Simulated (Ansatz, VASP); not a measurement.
**One calculation of Al4N3, two programs**

```
Al N
1.0
     3.14069    0.00000    0.00000
    -1.57035    2.71992    0.00000
     0.00000    0.00000    9.92369
Al N
4 3
Cartesian
  0.0000 0.0000 4.9151
  0.0000 1.8133 7.5113
  0.0000 0.0000 9.7509
  0.0000 1.8133 2.3770
  0.0000 1.8133 4.2983
  0.0000 0.0000 6.8407
  0.0000 0.0000 1.7687
```

Alike in both runs: functional PBE; k mesh 12 × 12 × 4; occupations gaussian, width 0.1 eV; no spin polarisation.

Ansatz relaxed the structure, and its values are those at the end. VASP's run is a single point on that final structure, the one shown.

|  | VASP | Ansatz |
| --- | --- | --- |
| version | VASP 6.6.1 | Ansatz 0.2.0 |
| potentials or method | VASP PAW PBE potentials, release 64 (Al, N) | scalar-relativistic, plane waves, PAW |
| plane-wave cutoff (eV) | 520 | 420 |
| valence electrons in the cell | 27 | 27 |

Ansatz gave:

```
gap on the k mesh at the Fermi level (eV) : none
pressure (GPa)                            : -4.1
rms of the force components (eV/Å)        : 0.004
```

**Question.** Which values does VASP return?

**Answer.** gap on the k mesh at the Fermi level (eV): none; pressure (GPa): -4.3; rms of the force components (eV/Å): 0.005.

A gap of «none» marks a metal or a gap that the smearing closes. The functional is the same, so the differences come from potentials, cutoffs and numerics.
